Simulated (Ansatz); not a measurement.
Level of theory: DFT PBE, scalar-relativistic, plane waves, PAW in Ansatz 0.2.0. Several structures of Sn₄Se were relaxed, and the powder pattern of one of them was computed from 10° to 70° in 2θ (λ = 1.5406 Å; lines under 1 % are left out).

Cu Kα1 powder pattern (kinematic, no thermal factors).
2θ (°) (relative intensity): 14.14 (3), 23.18 (17), 27.26 (1), 28.50 (100), 33.02 (31), 36.08 (31), 40.74 (2), 43.33 (37), 47.40 (38), 50.46 (4), 55.54 (1), 56.23 (24), 58.98 (4), 60.98 (15), 64.24 (7), 66.15 (10), 69.28 (3)

Question: Which structure gives it?
A.

```cif
data_structure
_symmetry_space_group_name_H-M 'Fd-3m:1'
_symmetry_Int_Tables_number 227
_cell_length_a 10.8420
_cell_length_b 10.8420
_cell_length_c 10.8420
_cell_angle_alpha 90.000
_cell_angle_beta 90.000
_cell_angle_gamma 90.000
_cell_volume 1274.45
loop_
_atom_site_label
_atom_site_type_symbol
_atom_site_symmetry_multiplicity
_atom_site_Wyckoff_symbol
_atom_site_fract_x
_atom_site_fract_y
_atom_site_fract_z
_atom_site_occupancy
Sn1 Sn 32 e 0.35473 0.85473 0.35473 1
Se1 Se 8 a 0.25000 0.25000 0.25000 1
```

B.

```cif
data_structure
_symmetry_space_group_name_H-M 'Pm-3m'
_symmetry_Int_Tables_number 221
_cell_length_a 5.5469
_cell_length_b 5.5469
_cell_length_c 5.5469
_cell_angle_alpha 90.000
_cell_angle_beta 90.000
_cell_angle_gamma 90.000
_cell_volume 170.66
loop_
_atom_site_label
_atom_site_type_symbol
_atom_site_symmetry_multiplicity
_atom_site_Wyckoff_symbol
_atom_site_fract_x
_atom_site_fract_y
_atom_site_fract_z
_atom_site_occupancy
Sn1 Sn 3 d 0.50000 0.00000 0.00000 1
Sn2 Sn 1 b 0.50000 0.50000 0.50000 1
Se1 Se 1 a 0.00000 0.00000 0.00000 1
```

C.

```cif
data_structure
_symmetry_space_group_name_H-M 'Im-3m'
_symmetry_Int_Tables_number 229
_cell_length_a 6.8042
_cell_length_b 6.8042
_cell_length_c 6.8042
_cell_angle_alpha 90.000
_cell_angle_beta 90.000
_cell_angle_gamma 90.000
_cell_volume 315.02
loop_
_atom_site_label
_atom_site_type_symbol
_atom_site_symmetry_multiplicity
_atom_site_Wyckoff_symbol
_atom_site_fract_x
_atom_site_fract_y
_atom_site_fract_z
_atom_site_occupancy
Sn1 Sn 8 c 0.25000 0.25000 0.75000 1
Se1 Se 2 a 0.00000 0.00000 0.00000 1
```

Answer: A. Its strongest line, at 2θ = 28.50°, has d = λ/(2 sin θ) = 3.130 Å and is the (2 2 2) reflection of the conventional Fd-3m cell with a = 10.842 Å. The others have their strongest lines at 32.3° (B); 37.4° (C).

The cells needn't be stable.
